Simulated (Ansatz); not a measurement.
## TiTe2: moving Ti off its site

TiTe2, P-3m1, a = 3.777 Å, c = 6.498 Å (as given, not relaxed at this level: 0.9 GPa, forces to 0.03 eV/Å). The structure is a COD entry; whether it is the stable form wasn't checked. Ansatz: PBE, PAW, 420 eV, Γ-centred 12×12×8 mesh on 3 atoms, Gaussian smearing 0.15 eV; no spin polarisation.

```xyz
3
Lattice="3.7770 0.0000 0.0000 -1.8885 3.2710 0.0000 0.0000 0.0000 6.4980" Properties=species:S:1:pos:R:3 pbc="T T T"
Ti    0.0000    0.0000    0.0000
Te    1.8885    1.0903    1.7077
Te    0.0000    2.1807    4.7903
```

Atom 1 (Ti) moves by x along the unit vector (0.000, -0.787, 0.617), with its periodic images; all else is held. y is the free energy of the cell over the start, F the force along the path summed over the moved atoms. Symmetry makes y even in x.

```
  x (Å) y (meV) F (eV/Å)
-0.1000        ?         ?
-0.0500     8.22      0.33
 0.0000     0.00      0.00
 0.0125     0.51     -0.08
 0.0250     2.05     -0.16
 0.0375     4.61     -0.25
 0.0625    12.88     -0.42
 0.0750    18.61     -0.50
 0.0875    25.43     -0.59
```

Problem. Fit y = c2 x² + c4 x⁴ to the energies of the other rows, give the force constant, and predict energy and force of the missing row.

Solution. Least squares on the rows shown. y = 3271.6 x² + 6517.4 x⁴. The force constant is 2 c2 = 6.54 eV/Å² (for all images moving together, not for a lone atom). The force −dy/dx at the missing row is 0.68 eV/Å (computed 0.68). At x = -0.1000 the fit asked for gives 33.37 meV. The run gave 33.38 meV, so the fit is 0.01 meV too low, a small miss on the scale of the series.